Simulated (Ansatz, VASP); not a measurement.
# Two plane-wave programs on SiC (Moissanite 3C)

```
Si C
1.0
     0.00000    2.14870    2.14870
     2.14870    0.00000    2.14870
     2.14870    2.14870    0.00000
Si C
1 1
Cartesian
  0.0000 0.0000 0.0000
  1.0744 1.0744 1.0744
```

Alike in both runs: task single point; functional r2SCAN; k mesh 10 × 10 × 10; occupations gaussian, width 0.05 eV; no spin polarisation.

|  | VASP | Ansatz |
| --- | --- | --- |
| version | VASP 6.6.1 | Ansatz 0.2.0 |
| potentials or method | VASP PAW PBE potentials, release 64 (Si, C) | scalar-relativistic, plane waves, PAW |
| plane-wave cutoff (eV) | 520 | 500 |
| valence electrons in the cell | 8 | 8 |

VASP gave:

| Property | Result |
| --- | --- |
| gap on the k mesh at the Fermi level (eV) | 1.70 |
| least direct gap on the mesh (eV) | 5.11 |
| pressure (GPa) | 9.8 |

Q: What did Ansatz give for the same quantities?

A: gap on the k mesh at the Fermi level (eV): 1.68; least direct gap on the mesh (eV): 5.10; pressure (GPa): 10.0.

Caveats: the PAW data sets were made with another functional, which shifts forces and pressure a little (VASP). r2SCAN opens gaps a little over a GGA but as a rule still falls short of measured ones. A k mesh can miss the band edges.
